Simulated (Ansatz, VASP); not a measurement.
# Au in VASP and in Ansatz

File INCAR:

```
SYSTEM = Au
PREC = Accurate ; ENCUT = 600
EDIFF = 1E-6 ; ISMEAR = 0
SIGMA = 0.1 ; LREAL = .False.
LASPH = .True. ; NELM = 100
ALGO = Fast ; ISIF = 3
LWAVE = .False. ; LCHARG = .False.
IBRION = 2 ; NSW = 100
EDIFFG = -0.005
```

Contents of KPOINTS:

```
Automatic mesh
0
Gamma
  18 18 18
  0 0 0
```

POSCAR

```
Au
1.0
    0.0000000000      2.0350000000      2.0350000000
    2.0350000000      0.0000000000      2.0350000000
    2.0350000000      2.0350000000      0.0000000000
Au
1
Direct
    0.0000000000      0.0000000000      0.0000000000
```

Input for Ansatz:

```yaml
crystal:
  lattice:
    - [0.0, 2.035, 2.035]
    - [2.035, 0.0, 2.035]
    - [2.035, 2.035, 0.0]
  atoms:
    - { symbol: Au, position: [0.0, 0.0, 0.0] }
basis:
  ecutwfc: 420
kpoints:
  mp_grid: { grid: [18, 18, 18] }
hamiltonian:
  xc: lda
scf:
  occupations: { method: gaussian, width: 0.1 }
output:
  forces: true
  stress: true
  eigenvalues: true
  write_density: true
  write_potential: true
  elf: true
  volumetric_format: npy
relax:
  adjacent_minimum: "off"
  f_tol: 0.005
  max_steps: 80
  cell: { stress_tol: 0.05 }
```

Alike in both runs: task relaxation of cell and atoms; functional LDA; k mesh 18 × 18 × 18; occupations gaussian, width 0.1 eV; no spin polarisation.

|  | VASP | Ansatz |
| --- | --- | --- |
| version | VASP 6.6.1 | Ansatz 0.2.0 |
| potentials or method | VASP PAW LDA potentials, release 64 (Au) | scalar-relativistic, plane waves, PAW |
| plane-wave cutoff (eV) | 600 | 420 |
| valence electrons in the cell | 11 | 19 |

Ansatz gave:

- gap on the k mesh at the Fermi level, each at its own relaxed structure (eV): none
- relaxed volume (Å³/atom): 16.59
- relaxed cell length with the largest relative difference (Å): 2.863
- energy change over the relaxation (meV/atom): -3

Which values does VASP return?

gap on the k mesh at the Fermi level, each at its own relaxed structure (eV): none; relaxed volume (Å³/atom): 16.64; relaxed cell length with the largest relative difference (Å): 2.866; energy change over the relaxation (meV/atom): -2.

A gap of «none» marks a metal or a gap that the smearing closes. The two sets of potentials don't hold the same shells in valence.

Spin-orbit coupling is left out, which matters for the levels of Au. Zero-point motion and thermal expansion aren't in these numbers. LDA usually gives volumes a few per cent too small.
